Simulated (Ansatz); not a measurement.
**Ionic part of the dielectric constant of AlAs at 20 GPa, mode by mode**

These are results of DFT PBEsol, scalar-relativistic, plane waves, PAW (Ansatz), not measurements. Plane waves to 420 eV; Γ-centred k mesh 10×10×10; fixed occupations. No spin polarisation. Phonons by linear response, acoustic sum rule imposed.

It takes space group F-43m (No. 216, cubic). Conventional cell: a = 5.331 Å, b = 5.331 Å, c = 5.331 Å, α = 90.00°, β = 90.00°, γ = 90.00°. Al (site symmetry -43m) is surrounded by 4 As at 2.31 Å. Around As (site symmetry -43m) lie 4 Al at 2.31 Å.

Other phases may be more stable at this pressure. The bands were filled as in an insulator; under compression the gap may have closed between mesh points.

The primitive cell has V = 37.88 Å³ and ε∞,zz = 8.918. Each polar mode adds Δε = (4.92064×10⁷/V)·S/ν² along z, with S its oscillator strength in e²/amu, ν in cm⁻¹ and V in Å³.

Question: From these modes, find each Δε and ε0,zz.
| ν (cm⁻¹) | S_zz (e²/amu) |
| --- | --- |
| 436.6 | 0.2091 |

Answer:
```
ν (cm⁻¹)    Δε
   436.6  1.43
```

The sum is 1.425, so ε0,zz = 10.34; the run's tensor has 10.34.

Question: Where do the longitudinal modes lie for a wave vector along z?

Answer: At 470 cm⁻¹. The Lyddane–Sachs–Teller product Π(ν_LO/ν_TO)² = 1.16 matches ε0/ε∞ = 1.16.

The static dielectric response of compressed AlAs is mainly electronic: the lattice adds only 1.43 to an ε∞ of 8.918. This is the pattern expected of a largely covalent, tetrahedral III–V semiconductor. The polarisable sp³ bonds screen strongly, while their stiffness limits the ionic displacement in a static field; the light Al atom helps keep the polar mode at high frequency, but the masses cancel out of the static response. The bond is still polar enough for the macroscopic field of the longitudinal mode to add a restoring force, raising it from 436.6 to 470 cm⁻¹, though electronic screening keeps this shift modest.

With a single polar branch, the Lyddane–Sachs–Teller agreement shows internal consistency, not independent evidence for the accuracy of either dielectric constant. Semilocal functionals usually underestimate the gap, so ε∞ is probably somewhat too large and the longitudinal–transverse splitting correspondingly too small for a given oscillator strength. One volume alone cannot show whether compression strengthens or weakens the ionic contribution, since mode stiffening and changes in effective charge both enter.
